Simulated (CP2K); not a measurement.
Runs of CP2K 2026.2 on HgTe (Coloradoite). It takes space group F-43m (No. 216, cubic). The conventional cell has a = 6.429 Å, b = 6.429 Å, c = 6.429 Å, α = 90.00°, β = 90.00°, γ = 90.00°. Hg (site symmetry -43m) has 4 Te at 2.78 Å as nearest neighbours. Te (site symmetry -43m) has 4 Hg at 2.78 Å as nearest neighbours. 

```csv
task,level,potentials or basis,k mesh,smearing,EPS_DEFAULT,EPS_SCF,k points reduced by the point group,NGRIDS,points a segment of the path (NPOINTS),gap on the mesh (eV),pressure (GPa)
band structure,PBE,"POTENTIAL_UZH Hg GTH-PBE-q12, Te GTH-PBE-q6; TZVP-MOLOPT-PBE-GTH basis",7 × 7 × 7,fermi-dirac 0.01 eV,1.0E-9,1.0E-6,yes,5,6,none,5.5
band structure,PBEsol,"POTENTIAL_UZH Hg GTH-PBE-q12, Te GTH-PBE-q6; TZVP-MOLOPT-PBE-GTH basis",7 × 7 × 7,fermi-dirac 0.05 eV,1.0E-9,1.0E-6,yes,4,6,none,3.4
band structure,r2SCAN,"POTENTIAL_UZH Hg GTH-SCAN-q12, Te GTH-SCAN-q6; TZVP-MOLOPT-SCAN-GTH basis",7 × 7 × 7,fermi-dirac 0.0259 eV,1.0E-9,1.0E-6,yes,5,8,none,(a)
band structure,LDA,"GTH_POTENTIALS Hg GTH-PADE-q12, Te GTH-PADE-q6; TZVP-MOLOPT-PBE-GTH basis",7 × 7 × 7,fermi-dirac 0.0259 eV,1.0E-9,1.0E-6,yes,5,6,none,0.9
single point,PBE,"POTENTIAL_UZH Hg GTH-PBE-q12, Te GTH-PBE-q6; TZVP-MOLOPT-PBE-GTH basis",7 × 7 × 7,fermi-dirac 0.05 eV,1.0E-10,1.0E-6,yes,5,-,none,5.5
band structure,TB-mBJ,"POTENTIAL_UZH Hg GTH-PBE-q12, Te GTH-PBE-q6; TZVP-MOLOPT-PBE-GTH basis",7 × 7 × 7,fermi-dirac 0.05 eV,1.0E-9,1.0E-6,yes,5,6,none,-
band structure,PBE,"POTENTIAL_UZH Hg GTH-PBE-q12, Te GTH-PBE-q6; TZVP-MOLOPT-PBE-GTH basis",7 × 7 × 7,fermi-dirac 0.0259 eV,1.0E-10,1.0E-6,yes,5,8,none,5.5
```

Alike in all rows: no spin polarisation; cell as given.

Task: Estimate the missing entries.

Result: (a) 2.9.

Caveats: the basis of atomic orbitals isn't converged, which shifts pressures, moduli and gaps; the potentials were made for another functional, which shifts forces and pressure (some runs); this is a model potential without an energy functional, so only levels have meaning (some runs).

A k mesh can miss the band edges, and the runs leave out spin-orbit coupling on Hg, Te.

A gap of «none» marks a metal or a gap under the smearing width.

Not every run made on this cell is shown here.
